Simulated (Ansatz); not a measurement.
**Ir: a surface, (111), 6 layers, part 1 of 2**

Aim: cut a slab of Ir (111), 6 layers from the relaxed bulk, relax it, and get surface energy and work function. The runs shown use LAPW. Companion runs by PAW are cited. Its runs: bulk in the slab's orientation (LAPW); the reference run (LAPW); atoms relaxed (LAPW); field of 0.2 V/Å along the normal (LAPW).

Computed with Ansatz 0.2.0 (DFT, PBEsol, all-electron LAPW, scalar-relativistic, unless a step's input says otherwise).

### 1 The system as given

It takes space group Fm-3m (No. 225, cubic). Conventional cell: a = 3.831 Å, b = 3.831 Å, c = 3.831 Å, α = 90.00°, β = 90.00°, γ = 90.00°. Ir (site symmetry m-3m) has 12 Ir at 2.71 Å as nearest neighbours.

As a file:

```
Ir
1.0
     0.00000    1.91567   -1.91567
    -1.91567    0.00000    1.91567
     3.83134    3.83134    3.83134
Ir
3
Direct
  0.00000 0.00000 0.00000
  0.33333 0.66667 0.33333
  0.66667 0.33333 0.66667
```

Atoms are numbered in the order of the input: Ir1, Ir2, Ir3.

### 2 Bulk in the slab's orientation, LAPW

input.yaml

```yaml
crystal:
  lattice:
    - [0.0, 1.9156721455, -1.9156721455]
    - [-1.9156721455, 0.0, 1.9156721455]
    - [3.8313442911, 3.8313442911, 3.8313442911]
  atoms:
    - { symbol: Ir, position: [0.0, 0.0, 0.0] }
    - { symbol: Ir, position: [0.333333333, 0.666666667, 0.333333333] }
    - { symbol: Ir, position: [0.666666667, 0.333333333, 0.666666667] }
kpoints:
  mp_grid: { grid: [14, 14, 5] }
scf:
  occupations: { method: fermi_dirac, width: 0.08 }
hamiltonian:
  xc: pbesol
  pseudopotentials: { kind: all_electron, lapw: { basis_error: 0.001 } }
output:
  forces: true
  stress: true
  eigenvalues: true
```

The run is started by

```
ansatz run input.yaml --threads 2 --pin off --max-ram 5120MiB --backend cpu --events-out ev --progress --plain --runs-dir out
```

Log, shortened:

```text
LAPW: plane waves up to 8.638 Å⁻¹, error target 1.0e-3 eV per atom; small_component_spin mean_spin; Ir in spheres of 1.355 Å, 41 of its electrons in bands, Dirac shells []
[...]
Pseudopotentials: kind: all_electron
Pseudopotential: Ir, LAPW, valence charge 41, Koelling and Harmon's equation, gaussian nucleus
Functional definition: PBEsol
[...]
Crystal: 3 atoms, lattice volume = 42.181 Å³
Basis set: ecut = 284.25728621714006 eV, 475 PW (Γ), exchange–correlation at level 2
Bands: 74, of which v1, the nominal top of the filled ones, is band 62 counted from 1 (61 counted from 0)
Symmetry: 36 space group operations
Space group: Fm-3m (ITA 225), of the structure as read, at distance tolerance 3.5e-5 Å
k-points: 104 of 980
[...]
SCF iter   1: F=—  HF=-1454669.462113 eV  |F-HF|=—  |Δ(HF+E_count)|=         —  Δρ=1.83e-2  dr2=5.58e-2  ethr=4.51e-5  ⟨swp⟩=3.1  Hψ=49681  notcnv=0
[...]
the basis was enlarged: its passes take 741.8 KiB over the memory plan, 2 of 2 planned eigensolver slots
[...]
SCF iter   8: F=-1454669.196304 eV  HF=-1454669.196304 eV  |F-HF|=3.05e-8  |Δ(HF+E_count)|=   1.53e-7  Δρ=1.10e-5  dr2=4.40e-8  ethr=7.21e-10  ⟨swp⟩=2.0  Hψ=22582  notcnv=0
[...]
SCF converged after 8 iterations
Free energy (F): -1454669.196304 eV
[...]
E sigma→0 (E₀):  -1454669.166383 eV
Entropy (-TS):   -0.059841 eV (-19.947 meV/atom)
Fermi energy:    32.011451 eV
[...]
--- Forces (eV/Å), atoms counted from 1 ---
  atom   1  Ir    -0.00000000     0.00000000     0.00000000
  atom   2  Ir    -0.00000000     0.00000000     0.00000000
  atom   3  Ir     0.00000000    -0.00000000     0.00000000
[...]
--- Stress (GPa, compression-positive) ---
       -0.149480      -0.178293      -0.178293
       -0.178293      -0.149480      -0.178293
       -0.178293      -0.178293      -0.149480
  P = ⅓ Tr σ = -0.1495 GPa (-1.495 kbar)
--- Band table (eV; the first three rows and the last of 104) ---
[...]
```

Wall time 27 s (2 threads of Intel Xeon 6975P-C (Granite Rapids), shared host); peak memory 0.96 GiB.

In short: pressure -0.15 GPa; no gap.

### 3 The slab as cut

The slab cell holds 6 atoms: a = 2.709 Å, b = 2.709 Å, c = 27.060 Å, α = 90.00°, β = 90.00°, γ = 120.00°.

### 4 Slab as cut, LAPW

input.yaml

```yaml
crystal:
  lattice:
    - [2.7091695293, 0.0, 0.0]
    - [-1.3545847646, 2.3462096355, 0.0]
    - [0.0, 0.0, 27.0601]
  atoms:
    - { symbol: Ir, position: [0.1666666665, 0.3333333335, 0.2956375199] }
    - { symbol: Ir, position: [0.5000000005, 0.9999999995, 0.3773825118] }
    - { symbol: Ir, position: [0.8333333335, 0.6666666665, 0.4591275037] }
    - { symbol: Ir, position: [0.1666666665, 0.3333333335, 0.5408724956] }
    - { symbol: Ir, position: [0.5000000005, 0.9999999995, 0.6226174882] }
    - { symbol: Ir, position: [0.8333333335, 0.6666666665, 0.7043624801] }
kpoints:
  mp_grid: { grid: [14, 14, 1] }
scf:
  occupations: { method: fermi_dirac, width: 0.08 }
hamiltonian:
  xc: pbesol
  pseudopotentials: { kind: all_electron, lapw: { basis_error: 0.001 } }
output:
  forces: true
  stress: true
  eigenvalues: true
  populations: true
  dos: { projected: true, de: 0.2, e_range: [-14, 8] }
efield:
  axis: 3
  amplitude: 0
  dipole_correction: true
```

The run is started by

```
ansatz run input.yaml --threads 2 --pin off --max-ram 5120MiB --backend cpu --events-out ev --progress --plain --runs-dir out
```

Log:

```text
Ir: projections on atomic orbitals take those of the free atom 1s2 2s2 2p6 3s2 3p6 3d10 4s2 4p6 4d10 4f14 5s2 5p6 5d7 6s2, of charge +0.00 (hamiltonian.pseudopotentials.projection_atoms)
LAPW: plane waves up to 8.638 Å⁻¹, error target 1.0e-3 eV per atom; small_component_spin mean_spin; Ir in spheres of 1.355 Å, 41 of its electrons in bands, Dirac shells []
Engine: ansatz 0.2.0
[... 3 set-up lines as earlier in the session ...]
  exchange = pbesol_x
  correlation = pbesol_c
Crystal: 6 atoms, lattice volume = 172.002 Å³
Basis set: ecut = 284.2572867280111 eV, 1911 PW (Γ), exchange–correlation at level 2
Bands: 148, of which v1, the nominal top of the filled ones, is band 123 counted from 1 (122 counted from 0)
Symmetry: 6 space group operations
k-points: 24 of 196 (time reversal used)
Non-local potential: Ir, projectors of the file, none
Initial density: superposition of atomic densities (neutral atoms: chi_scale 0, normalization atom)
Initial wavefunctions: plane waves of lowest kinetic energy (no species holds an atomic orbital)
Functional: x = pbesol(κ = 0.804, μ = 0.12345679012345678), c = pbesol(β = 0.046)
iter 1 solved again at ethr=3.68e-4 eV; its pass at ethr=1.00e-1 eV (dr2=9.05e-1 eV) is discarded
SCF iter   1: F=—  HF=-2909336.906677 eV  |F-HF|=—  |Δ(HF+E_count)|=         —  Δρ=1.70e-2  dr2=9.05e-1  ethr=3.68e-4  p=0.000 e·Å  D=2.85e-13 V/Å  ΔV_dip=-0.00 eV  dr2_dipole=6.16e-16  V_vac-E_F(+/−)=6.61/6.61 eV  ⟨swp⟩=2.8  Hψ=22504  notcnv=0
efield: sawtooth ramp at fractional position 0.9500 (placed from the atoms, in the widest stretch of the axis that holds none; the zero of the levels goes with the place), width 0.1000; the density the first Hamiltonian is built on has a dipole p = 0.000 e·Å; the dipole correction subtracts the counter field D = 1.39e-12 V/Å, which shifts the + side's vacuum level by -0.00 eV against the − side's; the planar-averaged density in the ramp window peaks in size at 6.5e-7 e/Å³
preconditioner: auto → LDOS  [metal: Δε(μ)=0.022 eV  Ē_g=11.964 eV  σ=0.080 eV  W_gap=0.07  n_scr=78 (ndim 8)  ℏωp=20.8 eV  f_vac=0.487  D(μ)=6.67/eV (n_scr^D=22)  β→1.0]
SCF iter   2: F=—  HF=-2909336.940247 eV  |F-HF|=—  |Δ(HF+E_count)|=   3.36e-2  Δρ=1.27e-2  dr2=9.80e-1  ethr=3.68e-4  p=0.000 e·Å  D=2.55e-7 V/Å  ΔV_dip=-0.00 eV  dr2_dipole=4.94e-13  V_vac-E_F(+/−)=5.63/5.63 eV  ⟨swp⟩=3.0  Hψ=11818  notcnv=0
iter 3 solved again at ethr=1.72e-5 eV; its pass at ethr=3.68e-4 eV (dr2=4.22e-2 eV) is discarded
SCF iter   3: F=—  HF=-2909336.272046 eV  |F-HF|=—  |Δ(HF+E_count)|=   6.68e-1  Δρ=2.80e-3  dr2=4.22e-2  ethr=1.72e-5  p=0.000 e·Å  D=2.87e-8 V/Å  ΔV_dip=-0.00 eV  dr2_dipole=8.68e-13  V_vac-E_F(+/−)=5.89/5.89 eV  ⟨swp⟩=2.0  Hψ=18344  notcnv=0
SCF iter   4: F=—  HF=-2909336.252349 eV  |F-HF|=—  |Δ(HF+E_count)|=         —  Δρ=9.62e-4  dr2=2.76e-3  ethr=1.72e-5  p=0.000 e·Å  D=2.42e-8 V/Å  ΔV_dip=-0.00 eV  dr2_dipole=5.09e-13  V_vac-E_F(+/−)=5.75/5.75 eV  ⟨swp⟩=2.7  Hψ=10391  notcnv=0
the basis was enlarged: its passes take 1.9 MiB over the memory plan, 2 of 2 planned eigensolver slots
SCF iter   5: F=—  HF=-2909336.252136 eV  |F-HF|=—  |Δ(HF+E_count)|=   2.13e-4  Δρ=3.58e-4  dr2=6.98e-4  ethr=1.12e-6  p=0.000 e·Å  D=1.10e-8 V/Å  ΔV_dip=-0.00 eV  dr2_dipole=8.59e-14  V_vac-E_F(+/−)=5.69/5.69 eV  ⟨swp⟩=3.0  Hψ=10641  notcnv=0
SCF iter   6: F=—  HF=-2909336.252150 eV  |F-HF|=—  |Δ(HF+E_count)|=   1.35e-5  Δρ=1.57e-4  dr2=1.25e-4  ethr=2.84e-7  p=0.000 e·Å  D=2.96e-9 V/Å  ΔV_dip=-0.00 eV  dr2_dipole=8.36e-15  V_vac-E_F(+/−)=5.66/5.66 eV  ⟨swp⟩=2.8  Hψ=10421  notcnv=0
SCF iter   7: F=—  HF=-2909336.252157 eV  |F-HF|=—  |Δ(HF+E_count)|=   6.72e-6  Δρ=4.44e-5  dr2=1.04e-5  ethr=5.08e-8  p=0.000 e·Å  D=4.45e-10 V/Å  ΔV_dip=-0.00 eV  dr2_dipole=1.06e-15  V_vac-E_F(+/−)=5.65/5.65 eV  ⟨swp⟩=3.0  Hψ=10495  notcnv=0
SCF iter   8: F=—  HF=-2909336.252158 eV  |F-HF|=—  |Δ(HF+E_count)|=   9.56e-7  Δρ=1.73e-5  dr2=1.35e-6  ethr=4.23e-9  p=-0.000 e·Å  D=-1.12e-10 V/Å  ΔV_dip=0.00 eV  dr2_dipole=2.89e-15  V_vac-E_F(+/−)=5.64/5.64 eV  ⟨swp⟩=3.0  Hψ=10782  notcnv=0
SCF iter   9: F=—  HF=-2909336.252159 eV  |F-HF|=—  |Δ(HF+E_count)|=   9.45e-7  Δρ=6.80e-6  dr2=2.49e-7  ethr=5.48e-10  p=-0.000 e·Å  D=-2.69e-10 V/Å  ΔV_dip=0.00 eV  dr2_dipole=3.45e-16  V_vac-E_F(+/−)=5.64/5.64 eV  ⟨swp⟩=3.0  Hψ=10851  notcnv=0
SCF iter  10: F=-2909336.252159 eV  HF=-2909336.252159 eV  |F-HF|=6.85e-8  |Δ(HF+E_count)|=   1.66e-7  Δρ=1.95e-6  dr2=7.16e-8  ethr=1.01e-10  p=0.000 e·Å  D=1.20e-10 V/Å  ΔV_dip=-0.00 eV  dr2_dipole=3.06e-17  V_vac-E_F(+/−)=5.64/5.64 eV  ⟨swp⟩=3.0  Hψ=10847  notcnv=0
SCF 1 converged in 10 iterations: F = -2909336.252159 eV  dr2 = 7.16e-8
SCF converged after 10 iterations
Free energy (F): -2909336.252159 eV
Harris-Foulkes:  -2909336.252159 eV  (|F-HF|=6.85e-8)
Internal energy: -2909336.110954 eV  (E = F + TS)
E sigma→0 (E₀):  -2909336.181556 eV
Entropy (-TS):   -0.141205 eV (-23.534 meV/atom)
Fermi energy:    12.806318 eV
Dipole field:    D = 0.000000 V/Å  (p = 0.000000 e·Å, saw-weighted, corrected)
Work function:   Φ+ = 5.6414 eV   Φ− = 5.6414 eV
Levels:          The Fermi level and band energies are counted from a zero that moves with the ramp; work functions are not
--- Per-component energies (eV) ---
  E_band       = -21854.832198
  E_kinetic    = 3291714.164634
  E_xc         = -56022.679073
  E_efield     = 0.000000  (sawtooth field / dipole correction)
  E_electrostatic = -6145027.596514  (all electrons and nuclei)
  E_smearing   = -0.141205  (= −TS)
  E_closure    = 0.000000  (closes the sum)
  E_atoms      = -2909277.223567  (free atoms, spherical and without spin; not in F)
  Σ components = -2909336.252159   (vs F -2909336.252159, Δ=0.00e0)
  Basis errors (estimates in eV, not in F): energy 2.8e-4 per atom: plane waves 2.4e-4 (1.3e-4 summed), levels above the bands 5.2e-75, relativity 7.3e-8, radial functions 3.9e-5, core shells 4.2e-7; eigenvalues (radial functions only) 1.3e-6; not estimated: angular momenta, meshes, grids; target (lapw.basis_error) 1.0e-3; muffin-tin radii Ir 1.355 Å
--- Forces (eV/Å), atoms counted from 1 ---
  atom   1  Ir     0.00000000     0.00000000     0.48442589
  atom   2  Ir     0.00000000     0.00000000    -0.32392928
  atom   3  Ir    -0.00000000    -0.00000000    -0.19883101
  atom   4  Ir     0.00000000    -0.00000000     0.19883117
  atom   5  Ir    -0.00000000    -0.00000000     0.32392909
  atom   6  Ir    -0.00000000    -0.00000000    -0.48442586
  max |Σ_I F_I| component: 3.96e-9 eV/Å
--- Stress (GPa, compression-positive) ---
       -4.778969       0.000000       0.000000
        0.000000      -4.778969      -0.000000
        0.000000      -0.000000      -2.574718
  P = ⅓ Tr σ = -4.0442 GPa (-40.442 kbar)
--- Band table (eV; the first three rows and the last of 24) ---
  k-point 0: bands = ["-272.5517", "-272.5517", "-272.5517", "-272.5517", "-272.5463", "-272.5463", "-272.5400", "-272.5400", "-272.5335", "-272.5335", "-272.5335", "-272.5335", "-272.5076", "-272.5076", "-272.5076", "-272.5076", "-272.4955", "-272.4955", "-272.4955", "-272.4955", "-272.0503", "-272.0503", "-272.0503", "-272.0503", "-271.9974", "-271.9974", "-271.9916", "-271.9916", "-271.9916", "-271.9916", "-80.0848", "-80.0721", "-80.0501", "-80.0288", "-79.5186", "-79.5186", "-44.4519", "-44.4519", "-44.4385", "-44.4355", "-44.4200", "-44.4200", "-44.4198", "-44.4198", "-44.4099", "-44.4099", "-44.4095", "-44.4095", "-44.4050", "-44.4050", "-44.3971", "-44.3971", "-44.3971", "-44.3971", "-44.3929", "-44.3928", "-44.3928", "-44.3927", "-44.3850", "-44.3850", "-44.3838", "-44.3832", "-44.3829", "-44.3829", "-43.9436", "-43.9436", "-43.9305", "-43.9305", "-43.8854", "-43.8854", "-43.8854", "-43.8854", "-43.8676", "-43.8676", "-43.8669", "-43.8669", "-43.8669", "-43.8669", "-37.2827", "-37.1079", "-36.8711", "-36.6447", "-36.6260", "-36.6260", "-36.6031", "-36.6031", "-36.5671", "-36.5671", "-36.5330", "-36.5330", "-36.2217", "-36.2183", "-36.0733", "-36.0733", "-36.0733", "-36.0733", "1.9054", "2.7223", "3.7670", "4.5270", "4.9406", "4.9834", "8.5851", "8.6003", "8.9027", "8.9027", "8.9778", "9.0331", "9.0331", "9.1578", "9.1578", "9.2788", "9.2788", "9.3515", "9.8076", "9.8076", "9.8571", "9.8571", "10.4868", "11.5921", "11.5921", "11.6490", "11.6490", "11.9901", "11.9901", "12.4286", "12.6242", "12.6242", "12.8200", "13.2988", "13.2988", "13.6775", "13.6775", "18.1898", "18.3691", "19.3958", "20.4213", "21.7004", "22.0600", "24.2166", "24.2170", "26.4044", "26.4267", "26.6014", "26.8692", "27.7912", "27.9560", "28.2653"]
  k-point 1: bands = ["-272.5517", "-272.5517", "-272.5517", "-272.5517", "-272.5463", "-272.5463", "-272.5400", "-272.5400", "-272.5335", "-272.5335", "-272.5335", "-272.5335", "-272.5076", "-272.5076", "-272.5076", "-272.5076", "-272.4955", "-272.4955", "-272.4955", "-272.4955", "-272.0503", "-272.0503", "-272.0503", "-272.0503", "-271.9974", "-271.9974", "-271.9916", "-271.9916", "-271.9916", "-271.9916", "-80.0820", "-80.0697", "-80.0481", "-80.0271", "-79.5164", "-79.5164", "-44.4517", "-44.4517", "-44.4383", "-44.4353", "-44.4201", "-44.4200", "-44.4199", "-44.4198", "-44.4103", "-44.4103", "-44.4097", "-44.4095", "-44.4053", "-44.4051", "-44.3972", "-44.3972", "-44.3970", "-44.3970", "-44.3933", "-44.3931", "-44.3926", "-44.3926", "-44.3851", "-44.3849", "-44.3836", "-44.3831", "-44.3829", "-44.3828", "-43.9433", "-43.9433", "-43.9309", "-43.9309", "-43.8854", "-43.8854", "-43.8853", "-43.8853", "-43.8675", "-43.8675", "-43.8671", "-43.8671", "-43.8669", "-43.8669", "-37.2718", "-37.1024", "-36.8742", "-36.6660", "-36.6518", "-36.6354", "-36.6278", "-36.6114", "-36.5858", "-36.5740", "-36.5637", "-36.5387", "-36.2188", "-36.2162", "-36.1034", "-36.1034", "-36.0806", "-36.0806", "2.1065", "2.9175", "3.9619", "4.7250", "5.1386", "5.1827", "8.3634", "8.4277", "8.7331", "8.8435", "8.9815", "9.0600", "9.0631", "9.1420", "9.3101", "9.3177", "9.3521", "9.4269", "9.6732", "9.8176", "9.9451", "10.0088", "10.1873", "11.2815", "11.3201", "11.6437", "11.7254", "11.8532", "11.9471", "12.0263", "12.2780", "12.6351", "13.0991", "13.3089", "13.6950", "14.0698", "14.6671", "18.3361", "18.5035", "19.5375", "20.4890", "21.7409", "22.1674", "24.3238", "24.3579", "26.6433", "26.7325", "26.8435", "27.2109", "28.0418", "28.2609", "28.5213"]
  k-point 2: bands = ["-272.5517", "-272.5517", "-272.5517", "-272.5517", "-272.5463", "-272.5463", "-272.5400", "-272.5400", "-272.5335", "-272.5335", "-272.5335", "-272.5335", "-272.5076", "-272.5076", "-272.5076", "-272.5076", "-272.4955", "-272.4955", "-272.4955", "-272.4955", "-272.0503", "-272.0503", "-272.0503", "-272.0503", "-271.9974", "-271.9974", "-271.9916", "-271.9916", "-271.9916", "-271.9916", "-80.0739", "-80.0627", "-80.0424", "-80.0226", "-79.5103", "-79.5103", "-44.4512", "-44.4511", "-44.4377", "-44.4350", "-44.4204", "-44.4203", "-44.4200", "-44.4198", "-44.4115", "-44.4115", "-44.4100", "-44.4096", "-44.4059", "-44.4052", "-44.3973", "-44.3973", "-44.3968", "-44.3968", "-44.3944", "-44.3943", "-44.3921", "-44.3921", "-44.3851", "-44.3846", "-44.3831", "-44.3830", "-44.3827", "-44.3824", "-43.9426", "-43.9426", "-43.9321", "-43.9321", "-43.8854", "-43.8854", "-43.8850", "-43.8850", "-43.8676", "-43.8676", "-43.8671", "-43.8671", "-43.8670", "-43.8670", "-37.2409", "-37.0890", "-36.8915", "-36.7470", "-36.7246", "-36.6928", "-36.6615", "-36.6451", "-36.6345", "-36.6114", "-36.5934", "-36.5549", "-36.2140", "-36.2130", "-36.1851", "-36.1846", "-36.1010", "-36.1010", "2.6780", "3.4619", "4.4908", "5.2571", "5.6733", "5.7222", "7.8290", "8.1183", "8.2880", "8.4140", "8.6432", "8.9362", "9.2085", "9.3067", "9.3988", "9.5226", "9.5269", "9.6508", "9.7764", "9.8333", "9.8448", "10.2883", "10.4387", "10.7990", "11.0358", "11.0950", "11.3293", "11.6543", "11.8014", "12.0910", "12.6530", "12.6821", "13.3310", "13.7403", "13.8962", "15.1864", "16.0814", "18.7743", "18.8845", "19.9579", "20.6495", "21.9599", "22.4751", "24.5875", "24.7463", "27.0687", "27.2724", "27.7102", "28.1011", "28.5162", "28.8921", "29.1840"]
  k-point 23: bands = ["-272.5517", "-272.5517", "-272.5517", "-272.5517", "-272.5463", "-272.5463", "-272.5400", "-272.5400", "-272.5335", "-272.5335", "-272.5335", "-272.5335", "-272.5076", "-272.5076", "-272.5076", "-272.5076", "-272.4955", "-272.4955", "-272.4955", "-272.4955", "-272.0503", "-272.0503", "-272.0503", "-272.0503", "-271.9974", "-271.9974", "-271.9916", "-271.9916", "-271.9916", "-271.9916", "-80.0131", "-80.0131", "-80.0046", "-80.0019", "-79.4688", "-79.4688", "-44.4475", "-44.4475", "-44.4334", "-44.4331", "-44.4217", "-44.4217", "-44.4212", "-44.4212", "-44.4191", "-44.4191", "-44.4121", "-44.4098", "-44.4096", "-44.4078", "-44.4022", "-44.4021", "-44.3969", "-44.3969", "-44.3964", "-44.3964", "-44.3884", "-44.3883", "-44.3841", "-44.3832", "-44.3832", "-44.3824", "-44.3786", "-44.3785", "-43.9398", "-43.9398", "-43.9375", "-43.9375", "-43.8847", "-43.8847", "-43.8842", "-43.8842", "-43.8698", "-43.8698", "-43.8691", "-43.8691", "-43.8649", "-43.8649", "-37.1674", "-37.1299", "-37.1111", "-37.1027", "-37.0246", "-37.0187", "-36.9872", "-36.9381", "-36.8359", "-36.8074", "-36.7596", "-36.7363", "-36.5204", "-36.5200", "-36.4354", "-36.4353", "-36.1749", "-36.1748", "6.2339", "6.4726", "6.6413", "6.7995", "7.0596", "7.1270", "7.3491", "7.4540", "7.5127", "7.7916", "7.8756", "8.5168", "8.7117", "8.9171", "9.0632", "9.6759", "9.7240", "10.0891", "10.1025", "10.7136", "10.9857", "11.2146", "11.5153", "11.6765", "12.7615", "12.8428", "13.1538", "13.2580", "13.4684", "13.5194", "17.8593", "17.9276", "18.6343", "18.7394", "18.9226", "19.4283", "19.6394", "20.5513", "20.7705", "21.1339", "21.7738", "22.1700", "22.8691", "23.4981", "24.2632", "24.5483", "24.9234", "25.7360", "25.7924", "26.1151", "26.1156", "26.2768"]
--- Löwdin populations: 6 sites ---
  site symbol       q [e]
     0     Ir     76.8515
     1     Ir     76.7674
     2     Ir     76.8044
     3     Ir     76.8044
     4     Ir     76.7674
     5     Ir     76.8515
  spilling = 0.002496 (of n_electrons = 462.000000)
```

Wall time 2 min (2 threads of Intel Xeon 6975P-C (Granite Rapids), shared host); peak memory 1.4 GiB.

Read from it: no gap; largest force 0.484 eV/Å; work function 5.64 eV.

(Continued in part 2 of 2.)
